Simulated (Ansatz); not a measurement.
Runs of Ansatz 0.2.0 on Te2Pt (Moncheite). The structure is trigonal, space group P-3m1 (No. 164). Conventional cell: a = 4.010 Å, b = 4.010 Å, c = 5.201 Å, α = 90.00°, β = 90.00°, γ = 120.00°. Pt (site symmetry -3m) has 6 Te at 2.66 Å as nearest neighbours. Around Te (site symmetry 3m) lie 3 Pt at 2.66 Å. 

```csv
task,level,spin,cell,k mesh,points for each segment of the path,gap on the mesh (eV),pressure (GPa),relaxed volume (Å³/atom),largest force (eV/Å)
band structure,PBEsol,off,as given,8 × 8 × 5,14,none,4.1,-,0.74
band structure,LDA,"SOC, no magnetisation",as given,6 × 6 × 4,14,none,(a),-,(c)
relaxation of cell and atoms,PBEsol,off,relaxed,8 × 8 × 5,-,-,0.0,(b),-
band structure,LDA,off,as given,8 × 8 × 5,14,none,1.9,-,0.59
relaxation of cell and atoms,LDA,off,relaxed,8 × 8 × 5,-,-,0.0,23.78,-
```

Alike in all rows: potentials or basis Ansatz PAW; cutoff (eV) 420; smearing fermi-dirac 0.05 eV.

Fill in the values left out.

(a) 2.0; (b) 24.30; (c) 0.65.

Caveats: the PAW data sets come from PBE, with cores solved anew for the run's functional, which leaves a small shift of forces and pressure; spin-orbit coupling is left out, which moves the levels of the heavy elements (some runs); the plane-wave basis is chosen anew once the cell has moved, so the energies of steps on either side of that aren't comparable (some runs).

A k mesh can miss the band edges, and rows without SOC leave out spin-orbit coupling on Pt, Te.

A gap of «none» marks a metal or a gap under the smearing width.

Runs at the PBE level aren't shown here.
